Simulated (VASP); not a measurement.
Runs of VASP 6.6.1 on InP. It takes space group F-43m (No. 216, cubic). The conventional cell has a = 5.861 Å, b = 5.861 Å, c = 5.861 Å, α = 90.00°, β = 90.00°, γ = 90.00°. In (site symmetry -43m) is surrounded by 4 P at 2.54 Å. P (site symmetry -43m) has 4 In at 2.54 Å as nearest neighbours. 

```csv
level,potentials or basis,spin,k mesh,cutoff (eV),grid for exact exchange (PRECFOCK),screening parameter,mesh quality,gap on the mesh (eV),pressure (GPa)
LDA,"VASP PAW LDA potentials, release 64 (In_d, P)",off,4 × 4 × 4,300,-,-,coarse,0.49,-1.3
PBEsol,"VASP PAW PBE potentials, release 64 (In_d, P)","SOC, no magnetisation",7 × 7 × 7,520,-,-,not flagged,-,0.5
LDA,"VASP PAW LDA potentials, release 64 (In_d, P)",off,7 × 7 × 7,520,-,-,not flagged,0.51,-1.2
HSE06,"VASP PAW PBE potentials, release 64 (In_d, P)",off,5 × 5 × 5,520,Fast,0.2 1/A,not flagged,(b),1.4
PBEsol,"VASP PAW PBE potentials, release 64 (In_d, P)",off,7 × 7 × 7,520,-,-,not flagged,0.61,0.6
PBE,"VASP PAW PBE potentials, release 64 (In_d, P)",off,7 × 7 × 7,520,-,-,not flagged,0.71,3.3
r2SCAN,"VASP PAW PBE potentials, release 64 (In_d, P)",off,7 × 7 × 7,520,-,-,not flagged,1.17,(a)
```

Alike in all rows: task single point; cell as given; smearing fermi-dirac 0.02 eV.

Task: Fill in the values left out.

Result: (a) 1.5; (b) 1.53.

Caveats: some runs use coarse meshes; spin-orbit coupling is left out, which moves the levels of the heavy elements (some runs); the PAW data sets were made with another functional, which shifts forces and pressure a little (some runs); the cutoff is under 1.25 times the usual one of these potentials, so pressure, stress and relaxed cells hold a basis-set (Pulay) error (some runs).

A k mesh can miss the band edges, and rows without SOC leave out spin-orbit coupling on In.
